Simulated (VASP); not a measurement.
Data:

```yaml
crystal:
  lattice:
    - [0.00000, 3.01000, 3.01000]
    - [3.01000, 0.00000, 3.01000]
    - [3.01000, 3.01000, 0.00000]
  atoms:
    - { symbol: Li, position: [0.00000, 0.00000, 0.00000] }
    - { symbol: I, position: [0.50000, 0.50000, 0.50000] }
```
Cell charge -0.1.

All values below come from PBE GGA, VASP's PBE PAW potentials (set 64) (plane waves; VASP 6.6.1). Settings: NELECT = 10.1, 520 eV cut-off, 7×7×7 Γ-centred mesh, Gaussian smearing of 0.050 eV, potentials Li_sv I.

The cell is charged, with a uniform compensating background.

Task: Give the stress tensor in GPa (positive for a compressed cell).

Result: 
```
2.64  0.00  0.00
0.00  2.64  0.00
0.00  0.00  2.64
```
The pressure is its mean diagonal, 2.64 GPa.

The compound is LiI in the rock salt structure. The cell was not relaxed at this level. The run is one of a series of settings (NELECT = 10.1 against the base run), some of them coarse on purpose.
